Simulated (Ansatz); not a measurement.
# RbBr: the cost of one run

Program: Ansatz 0.2.0. Level of theory: DFT PBEsol, all-electron LAPW, scalar-relativistic unless said. These are calculated values, not measurements.

The COD entry's cell or inner coordinates are ideal or old and differ from later refinements, so a difference from it is no clean test against experiment.

### 1 Starting point

It takes space group Fm-3m (No. 225, cubic). The conventional cell has a = 6.850 Å, b = 6.850 Å, c = 6.850 Å, α = 90.00°, β = 90.00°, γ = 90.00°. Rb (site symmetry m-3m) is surrounded by 6 Br at 3.42 Å. Br (site symmetry m-3m) is surrounded by 6 Rb at 3.42 Å.

As a file:

```xyz
2
Lattice="0.0000 3.4249 3.4249 3.4249 0.0000 3.4249 3.4249 3.4249 0.0000" Properties=species:S:1:pos:R:3 pbc="T T T"
Rb    0.0000    0.0000    0.0000
Br    3.4249    3.4249    3.4249
```

Cartesian axes are those of the input's lattice vectors. The structure goes back to a database entry.

### 2 Reference run, fine mesh, LAPW

Input file input.yaml:

```yaml
crystal:
  lattice:
    - [0.0, 3.42492347018, 3.42492347018]
    - [3.42492347018, 0.0, 3.42492347018]
    - [3.42492347018, 3.42492347018, 0.0]
  atoms:
    - { symbol: Rb, position: [0.0, 0.0, 0.0] }
    - { symbol: Br, position: [0.5, 0.5, 0.5] }
kpoints:
  mp_grid: { grid: [6, 6, 6] }
scf:
  occupations: { method: fixed }
hamiltonian:
  xc: pbesol
  pseudopotentials: { kind: all_electron, lapw: { basis_error: 0.001 } }
output:
  forces: true
  stress: true
  eigenvalues: true
  eigenstates:
    nscf_kmesh: { grid: [10, 10, 10] }
    de_dk: true
    e_range: [-9, 14.21836345113]
  optics:
    e_range: [0, 20]
    de: 0.2
    sigma: 0.15
    bands: { spectra_wanted_up_to: 20 }
    nscf_kmesh: { grid: [10, 10, 10] }
checkpoint:
  write: ck
  write_wavefunctions: false
```

The run is started by

```bash
> ansatz run input.yaml --threads 1 --pin off --max-ram 3072MiB --backend cpu --events-out ev --progress --plain --runs-dir out
```

**Question.** How long does this run take on 1 thread of Arm Neoverse V2, shared host, and how much memory does it need?

About 34 s, with a peak of 0.3 GiB.
